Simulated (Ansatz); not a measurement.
A 2-atom cell of BeSe started from a crystallographic database was put through Ansatz (plane waves). The cell was relaxed beforehand with r2SCAN.

The cell:
```
Be Se
1.0
     0.00000    2.58104    2.58104
     2.58104    0.00000    2.58104
     2.58104    2.58104    0.00000
Be Se
1 1
Direct
  0.00000 0.00000 0.00000
  0.25000 0.25000 0.25000
```

Abridged output:
```
Pseudopotential: Be, paw, valence charge 2, recommended cutoff 420 eV (normal)
Pseudopotential: Se, paw, valence charge 16, recommended cutoff 420 eV (normal)
Functional definition: PBE
Crystal: 2 atoms, lattice volume = 34.388 Å³
Basis set: ecut = 420 eV, 645 PW (Γ)
Bands: 13, of which v1, the nominal top of the filled ones, is band 9 counted from 1 (8 counted from 0)
Symmetry: 24 space group operations
Space group: F-43m (ITA 216)
k-points: 8 of 64 (time reversal used)
preconditioner: auto → none  [insulator: Δε(μ)=2.653 eV  ℏωp=17.9 eV]
SCF 1 converged in 6 iterations: F = -5563.374031 eV  dr2 = 3.97e-10
SCF converged after 6 iterations
Free energy (F): -5563.374031 eV
Fermi energy:    6.862018 eV
--- Per-component energies (eV) ---
  E_band       = -384.627085
  E_kinetic    = 139.369131
  E_local      = -2532.762039
  E_nonlocal   = -592.024873
  E_hartree    = 1250.724729
  E_xc         = -124.115593
  E_vxc        = -119.228361
  E_paw        = -1970.343618
  E_vpaw       = 218.569594
  E_ewald      = -1734.221243
--- G₀W₀: contour deformation, 6 samples at zero and on the imaginary axis and 2 off it, 64 q-points, 55 empty bands' worth ---
    ik  band        ε_KS         Σx   Σc(E_QP)       V_xc       Z   E_QP_lin       E_QP  E_QP is
     0     8      6.8620   -18.0924     1.9316   -15.5357  0.7970     6.2338     6.2370  root
     0     9      6.8620   -18.0924     1.9316   -15.5357  0.7970     6.2338     6.2370  root
     0    10     11.1474    -8.2452    -4.3159   -13.2286  0.8035    11.8192    11.8149  root
     0    11     11.8703    -6.0191    -4.3385   -10.9909  0.7961    12.5077    12.5036  root
     1     8      6.2456   -17.6510     2.0349   -14.9446  0.7931     5.5701     5.5741  root
     1     9      6.2456   -17.6510     2.0349   -14.9446  0.7931     5.5701     5.5741  root
     1    10     11.3073    -7.1161    -4.2450   -11.9484  0.8011    11.8979    11.8946  root
     1    11     12.7580    -6.1691    -4.5204   -11.3397  0.7912    13.4132    13.4082  root
     2     8      5.7999   -17.5769     2.1827   -14.6795  0.7896     5.0804     5.0852  root
     2     9      5.7999   -17.5769     2.1827   -14.6795  0.7896     5.0804     5.0852  root
     2    10     11.1545    -7.3942    -4.1918   -12.1403  0.8015    11.7116    11.7088  root
     2    11     12.8291    -5.8547    -4.4674   -10.9095  0.7952    13.4203    13.4164  root
     3     8      5.2439   -17.1038     2.2618   -14.0824  0.7862     4.4785     4.4843  root
     3     9      5.2439   -17.1038     2.2618   -14.0824  0.7862     4.4785     4.4843  root
     3    10     10.6333    -5.8657    -4.0417   -10.3534  0.8056    11.0810    11.0793  root
     3    11     12.6291    -6.5097    -4.3761   -11.3785  0.7980    13.1245    13.1218  root
     6     8      4.2411   -17.0507     2.6168   -13.5869  0.7764     3.3854     3.3942  root
     6     9      4.2411   -17.0507     2.6168   -13.5869  0.7764     3.3854     3.3942  root
     6    10      9.5046    -5.4547    -3.8200    -9.5608  0.8145     9.7914     9.7908  root
     6    11     11.0690    -6.2656    -3.9949   -10.6330  0.8065    11.4427    11.4415  root
     7     8      3.1091   -16.5573     2.8999   -12.7292  0.7652     2.1669     2.1808  root
     7     9      3.6147   -16.1376     2.6148   -12.6537  0.7726     2.7353     2.7457  root
     7    10     12.9972    -6.7859    -4.1743   -11.3598  0.8003    13.3986    13.3967  root
     7    11     13.9477    -5.4103    -5.1359   -11.2040  0.7750    14.6131    14.6055  root
```

The points are ik 0 = (0, 0, 0) (Γ), ik 1 = (0, 0, 1/4), ik 2 = (0, 0, -1/2), ik 3 = (0, 1/4, 1/4), ik 6 = (0, -1/2, -1/2), ik 7 = (1/4, -1/2, -1/4); band 9 is the last filled one.

Q: Which of these blocks stood in the input: relax, gw, phonons, dielectric, magnetization (spin_orbit)?

A: gw. The quasiparticle table needs the gw block.

Q: Which k mesh was typed?

A: 4×4×4, Γ-centred.

Q: How were the bands filled?

A: Fixed occupations.

Run as `ansatz run input.yaml --threads 2 --pin off --max-ram 3686MiB --backend cpu --events-out ev --progress --plain --runs-dir out`. Wall time 3.1 s on 2 threads of Intel(R) Xeon(R) Platinum 8259CL CPU @ 2.50GHz (Skylake/Cascade Lake) (shared host); peak host memory 0.35 GiB.

No spin polarisation and no zero-point or thermal motion.
